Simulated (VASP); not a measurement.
# Al31Cu (a cell with a defect) in VASP: further runs

Aim: see how the results for Al31Cu (a cell with a defect) move with the level of theory and the settings. Levels: PBEsol, LDA, PBE. Tasks: relaxation of the atoms.

Program: VASP 6.6.1. These are calculated values, not measurements. Logs are shortened: lines on timing, memory, paths and dates and some standing lists are left out, and cuts for length are marked.

## Step 1: The structure

The cell holds a defect, 32 atoms: a = 8.080 Å, b = 8.080 Å, c = 8.080 Å, α = 90.00°, β = 90.00°, γ = 90.00°.

The cell was built by a generator and needn't be a form met in nature.

## Step 2: Relaxation of the atoms, PBEsol

The input, INCAR:

```
PREC     = Accurate       # precision mode
ENCUT    = 400            # plane-wave cutoff, eV
EDIFF    = 1E-7           # SCF threshold, eV
ISMEAR   = -1             # smearing method
SIGMA    = 0.05           # smearing width, eV
LREAL    = F              # projectors in reciprocal space
LASPH    = T              # aspherical terms in the spheres
NELM     = 80             # most SCF steps
ALGO     = Fast           # electronic algorithm
ISIF     = 2              # what is computed and relaxed
LWAVE    = F              # write WAVECAR
LCHARG   = F              # write CHGCAR
GGA      = PS             # functional
IBRION   = 2              # ionic algorithm
NSW      = 40             # ionic steps
EDIFFG   = -0.01          # ionic threshold
```

The input, KPOINTS:

```
regular mesh
0
Gamma
  6 6 6
```

The input, POSCAR:

```
Al31Cu
1.0
    8.0800000000      0.0000000000      0.0000000000
    0.0000000000      8.0800000000      0.0000000000
    0.0000000000      0.0000000000      8.0800000000
Cu Al
1 31
Direct
    0.0000000000      0.0000000000      0.0000000000
    0.0000000000      0.0000000000      0.5000000000
    0.0000000000      0.5000000000      0.0000000000
    0.0000000000      0.5000000000      0.5000000000
    0.5000000000      0.0000000000      0.0000000000
    0.5000000000      0.0000000000      0.5000000000
    0.5000000000      0.5000000000      0.0000000000
    0.5000000000      0.5000000000      0.5000000000
    0.0000000000      0.2500000000      0.2500000000
    0.0000000000      0.2500000000      0.7500000000
    0.0000000000      0.7500000000      0.2500000000
    0.0000000000      0.7500000000      0.7500000000
    0.5000000000      0.2500000000      0.2500000000
    0.5000000000      0.2500000000      0.7500000000
    0.5000000000      0.7500000000      0.2500000000
    0.5000000000      0.7500000000      0.7500000000
    0.2500000000      0.0000000000      0.2500000000
    0.2500000000      0.0000000000      0.7500000000
    0.2500000000      0.5000000000      0.2500000000
    0.2500000000      0.5000000000      0.7500000000
    0.7500000000      0.0000000000      0.2500000000
    0.7500000000      0.0000000000      0.7500000000
    0.7500000000      0.5000000000      0.2500000000
    0.7500000000      0.5000000000      0.7500000000
    0.2500000000      0.2500000000      0.0000000000
    0.2500000000      0.2500000000      0.5000000000
    0.2500000000      0.7500000000      0.0000000000
    0.2500000000      0.7500000000      0.5000000000
    0.7500000000      0.2500000000      0.0000000000
    0.7500000000      0.2500000000      0.5000000000
    0.7500000000      0.7500000000      0.0000000000
    0.7500000000      0.7500000000      0.5000000000
```

Potentials or basis: VASP PAW PBE potentials, release 64 (Cu, Al).

Started as:

```console
$ cat potpaw_PBE.64/Cu/POTCAR potpaw_PBE.64/Al/POTCAR > POTCAR
$ mpirun -np 1 vasp_std > vasp.out
```

OUTCAR:

```text
PREC = Accurate
   ENCUT = 400
   EDIFF = 1E-7
   ISMEAR = -1
   LREAL = F
   LASPH = T
   NELM = 80
   ISIF = 2
   GGA = PS
   IBRION = 2
   NSW = 40
   EDIFFG = -0.01

 ion  position               nearest neighbor table
   1  0.000  0.000  0.000-   9 2.86  10 2.86  11 2.86  12 2.86  17 2.86  18 2.86  21 2.86  22 2.86
                            25 2.86  27 2.86  29 2.86  31 2.86
   2  0.000  0.000  0.500-   9 2.86  10 2.86  11 2.86  12 2.86  17 2.86  18 2.86  21 2.86  22 2.86
                            26 2.86  28 2.86  30 2.86  32 2.86
   3  0.000  0.500  0.000-   9 2.86  10 2.86  11 2.86  12 2.86  19 2.86  20 2.86  23 2.86  24 2.86
                            25 2.86  27 2.86  29 2.86  31 2.86
   4  0.000  0.500  0.500-   9 2.86  10 2.86  11 2.86  12 2.86  19 2.86  20 2.86  23 2.86  24 2.86
                            26 2.86  28 2.86  30 2.86  32 2.86
   5  0.500  0.000  0.000-  13 2.86  14 2.86  15 2.86  16 2.86  17 2.86  18 2.86  21 2.86  22 2.86
                            25 2.86  27 2.86  29 2.86  31 2.86
   6  0.500  0.000  0.500-  13 2.86  14 2.86  15 2.86  16 2.86  17 2.86  18 2.86  21 2.86  22 2.86
                            26 2.86  28 2.86  30 2.86  32 2.86
   7  0.500  0.500  0.000-  13 2.86  14 2.86  15 2.86  16 2.86  19 2.86  20 2.86  23 2.86  24 2.86
                            25 2.86  27 2.86  29 2.86  31 2.86
   8  0.500  0.500  0.500-  13 2.86  14 2.86  15 2.86  16 2.86  19 2.86  20 2.86  23 2.86  24 2.86
                            26 2.86  28 2.86  30 2.86  32 2.86
   9  0.000  0.250  0.250-   1 2.86   2 2.86   3 2.86   4 2.86  17 2.86  19 2.86  21 2.86  23 2.86
[... 33 lines left out ...]
  26  0.250  0.250  0.500-   2 2.86   4 2.86   6 2.86   8 2.86   9 2.86  10 2.86  13 2.86  14 2.86
                            17 2.86  18 2.86  19 2.86  20 2.86
  27  0.250  0.750  0.000-   1 2.86   3 2.86   5 2.86   7 2.86  11 2.86  12 2.86  15 2.86  16 2.86
                            17 2.86  18 2.86  19 2.86  20 2.86
  28  0.250  0.750  0.500-   2 2.86   4 2.86   6 2.86   8 2.86  11 2.86  12 2.86  15 2.86  16 2.86
                            17 2.86  18 2.86  19 2.86  20 2.86
  29  0.750  0.250  0.000-   1 2.86   3 2.86   5 2.86   7 2.86   9 2.86  10 2.86  13 2.86  14 2.86
                            21 2.86  22 2.86  23 2.86  24 2.86
  30  0.750  0.250  0.500-   2 2.86   4 2.86   6 2.86   8 2.86   9 2.86  10 2.86  13 2.86  14 2.86
                            21 2.86  22 2.86  23 2.86  24 2.86
  31  0.750  0.750  0.000-   1 2.86   3 2.86   5 2.86   7 2.86  11 2.86  12 2.86  15 2.86  16 2.86
                            21 2.86  22 2.86  23 2.86  24 2.86
  32  0.750  0.750  0.500-   2 2.86   4 2.86   6 2.86   8 2.86  11 2.86  12 2.86  15 2.86  16 2.86
                            21 2.86  22 2.86  23 2.86  24 2.86

  LATTYP: Found a simple cubic cell.
 ALAT       =     8.0800000000

  Lattice vectors:

 A1 = (   8.0800000000,   0.0000000000,   0.0000000000)
 A2 = (   0.0000000000,   8.0800000000,   0.0000000000)
 A3 = (   0.0000000000,   0.0000000000,   8.0800000000)

Analysis of symmetry for initial positions (statically):
=====================================================================
 Subroutine PRICEL returns:
 Original cell was already a primitive cell.

[... 198 lines left out ...]
  Fermi-wavevector in a.u.,A,eV,Ry     =   0.952814  1.800556 12.352098  0.907854
  Thomas-Fermi vector in A             =   2.081411
   LORBIT       =      0    0 simple, 1 ext, 2 COOP (PROOUT), +10 PAW based schemes
   GGA     = PS    functional components
   LHFCALC =     F    Hartree Fock is set to
   AEXX    =    0.0000 exact exchange contribution
   IVDW    =     0    specifies the selected vdW correction
   LEPSILON=     F    determine dielectric tensor
   LRPA    =     F    only Hartree local field effects (RPA)
 conjugate gradient relaxation of ions
 non-spin polarized calculation
 RMM-DIIS sequential band-by-band and
  energy-cutoff  :      400.00
  volume of cell :      527.51
 maximum number of plane-waves:      9632
 NGX is ok and might be reduce to    54
   NGX = 27   NGY = 27   NGZ = 27

--------------------------------------- Ionic step        1  -------------------------------------------

 number of electron     103.9999952 magnetization

 Free energy of the ion-electron system (eV)
  ---------------------------------------------------
  ext. energy  EPLUGINS =         0.00000000
  ---------------------------------------------------
  free energy    TOTEN  =      -130.97249143 eV

  energy without entropy =     -130.85684510  energy(sigma->0) =     -130.91466827

------------------------ aborting loop because EDIFF is reached ----------------------------------------

  FORCE on cell =-STRESS in cart. coord.  units (eV):
  Direction    XX          YY          ZZ          XY          YZ          ZX
  --------------------------------------------------------------------------------------
  -------------------------------------------------------------------------------------
  Total       -7.6743351     -7.6743351     -7.6743351     -0.0000000     -0.0000000      0.0000000
  in kB      -23.3086573    -23.3086573    -23.3086573     -0.0000000     -0.0000000      0.0000000
  external PRESSURE =     -23.3086573 kB  Pullay stress =       0.0000000 kB
[... 317 lines left out ...]
--------------------------------------- Ionic step        6  -------------------------------------------

 number of electron     103.9999950 magnetization

 Free energy of the ion-electron system (eV)
  ---------------------------------------------------
  ext. energy  EPLUGINS =         0.00000000
  ---------------------------------------------------
  free energy    TOTEN  =      -131.11766012 eV

  energy without entropy =     -130.99887903  energy(sigma->0) =     -131.05826958

 E-fermi :   7.8743     XC(G=0): -10.2878

 val. band max:        7.8625674074   @ k =   0.5000   0.3333   0.0000
 cond. band min:       7.8749692384   @ k =   0.5000   0.3333   0.0000
 fundamental gap:      0.0124018309
 Fermi energy:         7.8743295730

 k-point     1 :       0.0000    0.0000    0.0000
  band No.  band energies     occupation
      1      -3.1930      2.00000
      2      -0.9777      2.00000
      3      -0.9777      2.00000
      4      -0.9702      2.00000
      5      -0.9702      2.00000
      6      -0.9702      2.00000
[... 1329 lines left out ...]
     63      11.3353      0.00000
     64      11.3626      0.00000
 [bands above 64 left out]

------------------------ aborting loop because EDIFF is reached ----------------------------------------

  FORCE on cell =-STRESS in cart. coord.  units (eV):
  Direction    XX          YY          ZZ          XY          YZ          ZX
  --------------------------------------------------------------------------------------
  -------------------------------------------------------------------------------------
  Total       -7.7474756     -7.7474756     -7.7474756     -0.0000000      0.0000000      0.0000000
  in kB      -23.5308013    -23.5308013    -23.5308013     -0.0000000      0.0000000      0.0000000
  external PRESSURE =     -23.5308013 kB  Pullay stress =       0.0000000 kB
[... 47 lines left out ...]
  FREE ENERGIE OF THE ION-ELECTRON SYSTEM (eV)
  ---------------------------------------------------
  free  energy   TOTEN  =      -131.1176601220 eV

  energy  without entropy=     -130.9988790350  energy(sigma->0) =     -131.05826958

 reached required accuracy - stopping structural energy minimisation
```

CONTCAR:

```text
Al31Cu
   1.00000000000000
     8.0800000000000001    0.0000000000000000    0.0000000000000000
     0.0000000000000000    8.0800000000000001    0.0000000000000000
     0.0000000000000000    0.0000000000000000    8.0800000000000001
  Cu              Al
     1    31
Direct
     1.0000000000000000    0.0000000000000000    0.0000000000000000
     1.0000000000000000    0.0000000000000000    0.5000000000000000
     1.0000000000000000    0.5000000000000000    0.0000000000000000
     1.0000000000000000    0.5000000000000000    0.5000000000000000
     0.5000000000000000    0.0000000000000000    0.0000000000000000
     0.5000000000000000    0.0000000000000000    0.5000000000000000
[... 24 lines left out ...]
     0.7534689435210831    0.7534689435210831    0.0000000000000000
     0.7507811667005726    0.7507811667005726    0.5000000000000000

  0.00000000E+00  0.00000000E+00  0.00000000E+00
  0.00000000E+00  0.00000000E+00  0.00000000E+00
  0.00000000E+00  0.00000000E+00  0.00000000E+00
  0.00000000E+00  0.00000000E+00  0.00000000E+00
  0.00000000E+00  0.00000000E+00  0.00000000E+00
  0.00000000E+00  0.00000000E+00  0.00000000E+00
[... 24 lines left out ...]
  0.00000000E+00  0.00000000E+00  0.00000000E+00
  0.00000000E+00  0.00000000E+00  0.00000000E+00
```

Wall time 33 min (1 thread of AMD EPYC 9R45 (Zen 5), shared host); peak memory 0.6 GiB.

What came out:

```
Free energy               : -131.1177 eV
Energy gained by relaxing : 4.5 meV/atom
Ionic steps               : 6
Pressure after relaxing   : -2.4 GPa
Band gap on the k mesh    : none (metal or under the smearing width)
```

The path:
| step | energy change (eV) | largest force (eV/Å) | pressure (GPa) |
| --- | --- | --- | --- |
| 1 | 0.0000 | 0.2258 | -2.33 |
| 2 | -0.1041 | 0.1660 | -2.36 |
| 3 | -0.1431 | 0.0441 | -2.35 |
| 4 | -0.1434 | 0.0419 | -2.35 |
| 5 | -0.1446 | 0.0240 | -2.36 |
| 6 | -0.1452 | 0.0004 | -2.35 |

Final structure:
```xyz
32
Lattice="8.0800 0.0000 0.0000 0.0000 8.0800 0.0000 0.0000 0.0000 8.0800" Properties=species:S:1:pos:R:3 pbc="T T T"
Cu    8.0800    0.0000    0.0000
Al    8.0800    0.0000    4.0400
Al    8.0800    4.0400    0.0000
Al    8.0800    4.0400    4.0400
Al    4.0400    0.0000    0.0000
Al    4.0400    0.0000    4.0400
Al    4.0400    4.0400    0.0000
Al    4.0400    4.0400    4.0400
Al    8.0800    1.9920    1.9920
Al    8.0800    1.9920    6.0880
Al    8.0800    6.0880    1.9920
Al    8.0800    6.0880    6.0880
Al    4.0400    2.0137    2.0137
Al    4.0400    2.0137    6.0663
Al    4.0400    6.0663    2.0137
Al    4.0400    6.0663    6.0663
Al    1.9920    0.0000    1.9920
Al    1.9920    0.0000    6.0880
Al    2.0137    4.0400    2.0137
Al    2.0137    4.0400    6.0663
Al    6.0880    0.0000    1.9920
Al    6.0880    0.0000    6.0880
Al    6.0663    4.0400    2.0137
Al    6.0663    4.0400    6.0663
Al    1.9920    1.9920    0.0000
Al    2.0137    2.0137    4.0400
Al    1.9920    6.0880    0.0000
Al    2.0137    6.0663    4.0400
Al    6.0880    1.9920    0.0000
Al    6.0663    2.0137    4.0400
Al    6.0880    6.0880    0.0000
Al    6.0663    6.0663    4.0400
```

Caveat: the PAW data sets were made with another functional, which shifts forces and pressure a little.

[end of part 1 of 2]
